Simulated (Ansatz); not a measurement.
# MgO: a line through a two-coordinate scan

One line of a two-coordinate grid on MgO (P6_3mc, No. 186; 4 atoms in the cell): c/a of the conventional cell at fixed volume is varied, at shift of Mg1 along [0 0 1] = −0.059 Å.

Method: DFT PBEsol, scalar-relativistic, plane waves, PAW, in Ansatz 0.2.0.

42 further runs of the same task are left out: 42 set aside as unsound or not needed.

## (1) The system as given

It takes space group P6_3mc (No. 186, hexagonal). Conventional cell: a = 3.303 Å, b = 3.303 Å, c = 5.019 Å, α = 90.00°, β = 90.00°, γ = 120.00°. Mg (site symmetry 3m) is surrounded by 4 O at 1.98 to 1.99 Å. O (site symmetry 3m) is surrounded by 4 Mg at 1.98 to 1.99 Å.

Coordinates:

```
CELL_PARAMETERS angstrom
3.30347 0.00000 0.00000
-1.65173 2.86089 0.00000
0.00000 0.00000 5.01939
ATOMIC_POSITIONS crystal
Mg 0.33333 0.66667 0.00366
Mg 0.66667 0.33333 0.50366
O 0.33333 0.66667 0.40094
O 0.66667 0.33333 0.90094
```

It goes back to an entry of the Materials Project, which need not be the stable form.

This cell was relaxed beforehand with the same method: volume 11.86 Å³/atom, gap on the mesh 3.36 eV.

## (2) The scan

Atoms count from 1 in the order of the input.

The energy is mapped over a free internal coordinate and the cell.

The axes are (1) shift of Mg1 along [0 0 1], its symmetry partners moved as symmetry demands (measured in the relaxed cell): 9 values from −0.237 Å; (2) c/a of the conventional cell at fixed volume: 9 values from 1.398 to 1.641.

Nothing else is relaxed (all other coordinates fixed). Energies count from the relaxed crystal. Points are written as (first, second).

## (3) Point (−0.059 Å, 1.398)

File input.yaml:

```yaml
crystal:
  lattice:
    - [3.3965520429, 0.0, 0.0]
    - [-1.6982760214, 2.9415003544, 0.0]
    - [0.0, 0.0, 4.7480401007]
  atoms:
    - { symbol: Mg, position: [0.3333333333, 0.6666666667, -0.0081359286] }
    - { symbol: Mg, position: [0.6666666667, 0.3333333333, 0.4918640714] }
    - { symbol: O, position: [0.3333333333, 0.6666666667, 0.400941662] }
    - { symbol: O, position: [0.6666666667, 0.3333333333, 0.900941662] }
basis:
  ecutwfc: 520.0
kpoints:
  mp_grid: { grid: [9, 9, 6] }
hamiltonian:
  xc: pbesol
  pseudopotentials: { kind: paw, azcp: { folder: soft_1 } }
scf:
  occupations: { method: gaussian, width: 0.05 }
output:
  forces: true
  stress: true
  eigenvalues: true
```

Started as:

```sh
$ ansatz run input.yaml --threads 1 --pin off --max-ram 2048MiB --backend cpu --events-out ev --progress --plain --runs-dir out
```

Further runs follow: the other points of the line.

**Question.** What will these runs give? Wanted: for each run, c/a of the conventional cell at fixed volume; energy; slope; pressure; largest force on an atom.

As calculated:

```
c/a of the conventional cell at fixed volume  step  energy (meV/atom)  slope (meV/atom per unit)  pressure (GPa)  band gap on the k-mesh (eV)  largest force on an atom (eV/Å)
                                       1.398     3                 12                       −322           −1.16                         3.17                             0.54
                                       1.428     4                4.5                       −179           −1.14                         3.19                             0.28
                                       1.459     5                1.0                        −50           −0.96                         3.22                             0.05
                                       1.489     6                1.3                         68           −0.62                         3.24                             0.15
                                       1.519     7                  5                        176           −0.15                         3.27                             0.32
                                       1.550     –                 12                        275            0.44                         3.30                             0.47
                                       1.580     8                 22                        367            1.14                         3.33                             0.59
                                       1.611     –                 34                        453            1.95                         3.37                             0.70
                                       1.641     9                 49                        533            2.84                         3.40                             0.80
```

Energies count from the relaxed crystal. Rows without a step come from runs not printed here or follow by symmetry. Slopes come from the forces (and the stress, where the cell changes), not from differences of energies.

What this shows: Along the line the energy is lowest at 1.459, 1.0 meV/atom from the zero. Energies and slopes round the minimum, fitted together, put the minimum at 1.4712, with a curvature of about 3900 meV/atom per (unit)². The highest point computed, at 1.641, lies 48 meV/atom above the lowest. This is one cut through a surface in two coordinates; the map's lowest point lies off it.

The gaps are Kohn-Sham values of a semilocal functional, not quasiparticle or optical gaps. Such gaps usually fall short of the measured ones.
